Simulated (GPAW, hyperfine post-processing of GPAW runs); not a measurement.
# Ca2CoSi2O7: isotropic lines and sites in a paramagnetic 29Si spectrum

Calculated values: DFT, revPBE+U, plane-wave PAW, GPAW setups, collinear spin, scalar-relativistic (GPAW), contact and point-dipole shifts scaled to 330 K with Θ = 0 K (a pure Curie law); spin-only moments, above the ordering temperature.

```xyz
24
Lattice="7.8444 0.0000 0.0000 0.0000 7.8444 0.0000 0.0000 0.0000 5.0265" Properties=species:S:1:pos:R:3 pbc="T T T"
Co    3.9222    3.9222    0.0000
Co    0.0000    0.0000    0.0000
Ca    6.5307    2.6085    2.5007
Ca    5.2359    6.5307    2.5258
Ca    1.3137    5.2359    2.5007
Ca    2.6085    1.3137    2.5258
Si    5.0365    1.1143    0.3440
Si    6.7301    5.0365    4.6825
Si    2.8079    6.7301    0.3440
Si    1.1143    2.8079    4.6825
O     2.4786    3.2719    3.8795
O     3.2719    5.3658    1.1470
O     5.3658    4.5725    3.8795
O     4.5725    2.4786    1.1470
O     6.4008    0.6503    1.1470
O     7.1941    6.4008    3.8795
O     1.4436    7.1941    1.1470
O     0.6503    1.4436    3.8795
O     5.0378    1.1156    3.7517
O     6.7288    5.0378    1.2748
O     2.8066    6.7288    3.7517
O     1.1156    2.8066    1.2748
O     3.9222    0.0000    0.9405
O     0.0000    3.9222    4.0860
```

29Si MAS at 7.05 T (59.7 MHz), 30 kHz, 330 K; contact and dipolar shift alone, no orbital or quadrupolar part; lines under 1.5 % of the strongest are left out. Lines of the NMR spectrum (strongest = 100):

```
position (ppm)  intensity
         627.0        3.0
        1129.6         32
        1632.3        100
        2135.0         20
        2637.6        8.1
```

Q: Find the isotropic shifts among the lines and assign them to the Si sites.

Sidebands are spaced by 503 ppm (the spinning rate over the resonance of 59.7 MHz). An isotropic line need not be the tallest: it is the area-weighted centre of its own family of sidebands, and the one that stays put when the rate is changed. Isotropic shifts: 1632 ppm for atom 7 and the 3 atoms equivalent to it (2 Co through links of 115° (2)), reduced anisotropy 904 ppm.

[Logs are printed without paths, hosts, clocks, repeated set-up lines and the standing remarks that a program may print on its own settings, such as how far it seeks lower states.]

[Hosts, paths, dates, database ids (printed as entryN), source tags and the programs' standing remarks are cut or masked in the printed files.]
